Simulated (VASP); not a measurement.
## Rh: single point with BLYP

Rh:

```
CELL_PARAMETERS angstrom
2.81349 0.00000 0.00000
-1.40675 2.43656 0.00000
0.00000 0.00000 4.52506
ATOMIC_POSITIONS crystal
Rh 0.33333 0.66667 0.25000
Rh 0.66667 0.33333 0.75000
```

This isn't the form of Rh at room conditions, which is fcc.

- Program: VASP 6.6.1
- Task: single point
- Functional: BLYP
- Potentials or basis: VASP PAW PBE potentials, release 64 (Rh_pv)
- Cutoff: 520 eV
- k mesh: 15 × 15 × 8
- Occupations: fermi-dirac, width 0.1 eV
- Spin: no spin polarisation
- Dipole correction: no
- Further INCAR settings: ALGO = Normal; EDIFF = 1e-06; NBANDS = 22

| Quantity | Value |
| --- | --- |
| Pressure | -7.0 GPa |
| Band gap on the k mesh | none (metal or under the smearing width) |

Stress tensor (GPa, compression positive):
```
-6.87  0.00  0.00
 0.00 -6.87  0.00
 0.00  0.00 -7.27
```

Levels at points of the mesh, in eV from the Fermi level:
```tsv
k point	band 11	band 12	band 13	band 14	band 15	band 16	band 17	band 18	band 19	band 20
(0.00, 0.00, 0.00)	-2.49	-2.07	-2.07	-1.61	-1.61	0.12	0.12	1.23	7.64	16.16
(0.00, 0.00, 0.50)	-2.60	-2.60	-2.59	-2.59	-0.37	-0.37	-0.37	-0.37	14.54	14.54
```

Wall time 50 s on 1 thread of AMD EPYC 9R45 96-Core Processor (Zen 5), with other jobs on the host, peak memory 0.17 GiB.

Caveat: the PAW data sets were made with another functional, which shifts forces and pressure a little.
